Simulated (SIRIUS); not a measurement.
**Ti under changes of volume**

One of the cells (17.636 Å³/atom); the others are scaled copies at fixed shape and fractional positions:

```
CELL_PARAMETERS angstrom
2.95000 0.00000 0.00000
-1.47500 2.55477 0.00000
0.00000 0.00000 4.68000
ATOMIC_POSITIONS crystal
Ti 0.66667 0.33333 0.75000
Ti 0.33333 0.66667 0.25000
```

```yaml
Program: SIRIUS 7.10.0
Functional: PBEsol
Potentials_or_basis: PseudoDojo 0.4.1 PBEsol standard (scalar relativistic)
Cutoff: 1152 eV
Density_cutoff: 4606 eV
k_mesh: 10 × 10 × 6
Occupations: fermi-dirac, width 0.05 eV
Spin: no spin polarisation
```

| volume (Å³/atom) | energy over the lowest point (meV/atom) | pressure (GPa) |
| --- | --- | --- |
| 16.577 | 0.00 | 1.1 |
| 16.930 | 0.28 | -1.3 |
| 17.283 | 5.75 | -3.6 |
| 17.636 | 15.96 | -5.7 |
| 17.988 | 30.50 | -7.5 |
| 18.341 | 48.99 | -9.2 |
| 18.694 | ? | ? |

What does the run at 18.694 Å³/atom give?

Energy over the lowest point 71.09 meV/atom; pressure -10.8 GPa.

Worked out: A Birch-Murnaghan fit of order 3 (a polynomial in V^(-2/3)) to the other rows has its minimum at 16.73 Å³/atom with B0 = V·E''(V) = 118 GPa and B' = 3.3 at fixed shape and positions, which overstates the stiffness. It gives 71.12 meV/atom at 18.694 Å³/atom, against the run's 71.09, and -dE/dV = -10.8 GPa, against -10.8.

Energies are extrapolated to zero smearing.
